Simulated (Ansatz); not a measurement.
The system is Ti.

```
CELL_PARAMETERS angstrom
4.56737 0.00000 0.00000
-2.28369 3.95546 0.00000
0.00000 0.00000 2.82624
ATOMIC_POSITIONS crystal
Ti 0.66667 0.33333 0.50000
Ti 0.33333 0.66667 0.50000
Ti 0.00000 0.00000 0.00000
```

This isn't the form of Ti at room conditions, which is hcp.

```yaml
Program: Ansatz 0.2.0
Task: relaxation of cell and atoms
Functional: BLYP
Potentials_or_basis: all-electron LAPW, scalar-relativistic
Basis_error_allowed: 0.002 eV/atom
k_mesh: 7 × 7 × 9
Occupations: fermi-dirac, width 0.05 eV
Spin: no spin polarisation
```

At the start: volume 17.02 Å³/atom.

**Question.** How do energy, volume and symmetry change on relaxing?

**Answer.** Over 5 steps the energy falls by 5.5 meV/atom and the volume is 17.54 Å³/atom (+3.1 %); space group P6/mmm (No. 191, to 0.05 Å).

Step by step:
```tsv
step	energy change (eV)	largest force (eV/Å)	volume (Å³)
1	0.0000	0.0000	51.06
2	-0.0047	0.0000	53.98
3	-0.0164	0.0000	52.69
4	-0.0164	0.0000	52.63
5	-0.0164	0.0000	52.63
```

Final structure:
```
Ti
1.0
     4.61268    0.00000    0.00000
    -2.30634    3.99470    0.00000
     0.00000    0.00000    2.85636
Ti
3
Direct
  0.66667 0.33333 0.50000
  0.33333 0.66667 0.50000
  0.00000 0.00000 0.00000
```
